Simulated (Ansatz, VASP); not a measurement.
## Al: VASP beside Ansatz

Contents of POSCAR:

```
Al
1.0
   -1.5720445048      1.5720445048      1.5720445048
    1.5720445048     -1.5720445048      1.5720445048
    1.5720445048      1.5720445048     -1.5720445048
Al
1
Direct
    0.0000000000      0.0000000000      0.0000000000
```

The input INCAR.step1:

```
SYSTEM = Al
PREC = Accurate
ENCUT = 520
ISMEAR = 0
SIGMA = 0.1
LREAL = .False.
LASPH = .True.
NELM = 80
NBANDS = 8
GGA = PE
ALGO = Normal
EDIFF = 1E-4
LWAVE = .True.
LCHARG = .False.
```

The input INCAR.step2:

```
SYSTEM = Al
PREC = Accurate
ENCUT = 520
EDIFF = 1E-7
ISMEAR = 0
SIGMA = 0.1
LREAL = .False.
LASPH = .True.
NELM = 80
ALGO = Normal
ISIF = 2
LWAVE = .False.
LCHARG = .False.
METAGGA = R2SCAN
LMIXTAU = .True.
NBANDS = 8
ISTART = 1
```

The input KPOINTS:

```
regular mesh
0
Gamma
  18 18 18
  0 0 0
```

Input for Ansatz:

```yaml
crystal:
  lattice:
    - [-1.5720445048, 1.5720445048, 1.5720445048]
    - [1.5720445048, -1.5720445048, 1.5720445048]
    - [1.5720445048, 1.5720445048, -1.5720445048]
  atoms:
    - { symbol: Al, position: [0.0, 0.0, 0.0] }
basis:
  ecutwfc: 500
kpoints:
  mp_grid: { grid: [18, 18, 18] }
hamiltonian:
  xc: r2scan
scf:
  occupations: { method: gaussian, width: 0.1 }
output:
  forces: true
  stress: true
  eigenvalues: true
  write_density: true
  write_potential: true
  elf: true
  volumetric_format: npy
```

Alike in both runs: task single point; functional r2SCAN; k mesh 18 × 18 × 18; occupations gaussian, width 0.1 eV; no spin polarisation.

|  | VASP | Ansatz |
| --- | --- | --- |
| version | VASP 6.6.1 | Ansatz 0.2.0 |
| potentials or method | VASP PAW PBE potentials, release 64 (Al) | scalar-relativistic, plane waves, PAW |
| plane-wave cutoff (eV) | 520 | 500 |
| valence electrons in the cell | 3 | 3 |

```csv
,VASP,Ansatz,Ansatz less VASP
gap on the k mesh at the Fermi level (eV),none,none,-
pressure (GPa),3.4,3.8,+0.35
```

A gap of «none» marks a metal or a gap that the smearing closes. The functional is the same, so the differences come from potentials, cutoffs and numerics.

Caveats: the PAW data sets were made with another functional, which shifts forces and pressure a little (VASP).
